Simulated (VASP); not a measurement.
**SiO2 in VASP 6.6.1, single-point calculation**

INCAR

```
ISMEAR = -5
SIGMA = 0.01
IVDW = 10
LCHARG = .FALSE.
EDIFF = 1E-7
ISIF = 2
ENCUT = 520
LREAL = .FALSE.
NSW = 0
NBANDS = 25
LASPH = .FALSE.
IBRION = -1
LWAVE = .FALSE.
GGA = PE
NELM = 120
PREC = Accurate
```

KPOINTS

```
KPOINTS created by Atomic Simulation Environment
0
Gamma
6 6 10
0 0 0
```

POSCAR

```
Si O
 1.0000000000000000
     4.1851887985999996    0.0000000000000000    0.0000000000000000
     0.0000000000000000    4.1851887985999996    0.0000000000000000
     0.0000000000000000    0.0000000000000000    2.5887746942000001
 Si  O
   2   4
Cartesian
  0.0000000000000000 -0.0000000000000000  0.0000000000000000
  2.0925943992999998  2.0925943992999998  1.2943873471000000
  1.2803475573985776  1.2803475573985776  0.0000000000000000
  0.8122468419014220  3.3729419566985777  1.2943873471000000
  3.3729419566985777  0.8122468419014220  1.2943873471000000
  2.9048412412014217  2.9048412412014217  0.0000000000000000
```

The recommended PBE PAW datasets give the neutral cell 32 valence electrons.

Command

```
mpirun -np 1 vasp_std
```

Q: Predict the outcome of this run.

A: It converged. Results: gap between bands v and c on the k mesh 6.18 eV; least direct gap on the k mesh 6.18 eV; pressure 19.9 GPa; largest force 0.14 eV/Å. Band v is the last that the valence electrons fill when counted band by band, and c is the next.

OSZICAR

```
N       E                     dE             d eps       ncg     rms          rms(c)
DAV:   1     0.136936967047E+03    0.13694E+03   -0.17696E+04  3040   0.123E+03
DAV:   2    -0.442596327351E+02   -0.18120E+03   -0.17541E+03  3757   0.284E+02
DAV:   3    -0.507249566655E+02   -0.64653E+01   -0.64407E+01  4043   0.512E+01
DAV:   4    -0.507654655171E+02   -0.40509E-01   -0.40499E-01  3479   0.468E+00
DAV:   5    -0.507657870266E+02   -0.32151E-03   -0.32146E-03  4026   0.393E-01    0.183E+01
DAV:   6    -0.460112850746E+02    0.47545E+01   -0.13119E+01  3861   0.245E+01    0.854E+00
DAV:   7    -0.460396015434E+02   -0.28316E-01   -0.82845E-01  3776   0.539E+00    0.304E+00
DAV:   8    -0.460525830350E+02   -0.12981E-01   -0.28098E-02  3715   0.145E+00    0.110E+00
DAV:   9    -0.460586555543E+02   -0.60725E-02   -0.99773E-03  3842   0.833E-01    0.268E-01
DAV:  10    -0.460588445204E+02   -0.18897E-03   -0.37000E-04  3758   0.144E-01    0.416E-02
DAV:  11    -0.460588392791E+02    0.52413E-05   -0.58516E-05  3824   0.564E-02    0.120E-02
DAV:  12    -0.460588405837E+02   -0.13045E-05   -0.42684E-06  3763   0.158E-02    0.301E-03
DAV:  13    -0.460588407861E+02   -0.20244E-06   -0.58704E-07  3935   0.547E-03    0.421E-03
DAV:  14    -0.460588407683E+02    0.17772E-07   -0.13474E-08  2480   0.841E-04
   1 F= -.47212929E+02 E0= -.47212929E+02  d E =0.000000E+00
```

For comparison, a separate PBE run of the intended cell, on usual settings and not on those above, gives a gap of 6.19 eV on its mesh and a pressure of 22.5 GPa.
